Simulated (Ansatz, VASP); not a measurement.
# One calculation of GaAs, two programs

```
Ga As
1.0
     0.00000    2.66959    2.66959
     2.66959    0.00000    2.66959
     2.66959    2.66959    0.00000
Ga As
1 1
Direct
  0.00000 0.00000 0.00000
  0.75000 0.75000 0.75000
```

Alike in both runs: functional LDA; k mesh 8 × 8 × 8; no spin polarisation.

Ansatz relaxed the structure, and its values are those at the end. VASP's run is a single point on that final structure, the one shown.

|  | VASP | Ansatz |
| --- | --- | --- |
| version | VASP 6.6.1 | Ansatz 0.2.0 |
| potentials or method | VASP PAW LDA potentials, release 64 (Ga_d, As) | PAW with Ansatz's default frozen-core files, scalar-relativistic |
| plane-wave cutoff (eV) | 520 | 420 |
| occupations | gaussian, width 0.01 eV | fixed |
| valence electrons in the cell | 18 | 28 |

|  | VASP | Ansatz | Ansatz less VASP |
| --- | --- | --- | --- |
| gap on the k mesh at the Fermi level (eV) | 0.98 | 0.99 | +0.013 |
| pressure (GPa) | 15.6 | 15.0 | -0.61 |

The two sets of potentials don't hold the same shells in valence.

Caveats: so large a pressure means that the cell lies far from this level's equilibrium, or that cutoff or potentials fall short (VASP). A k mesh can miss the band edges.
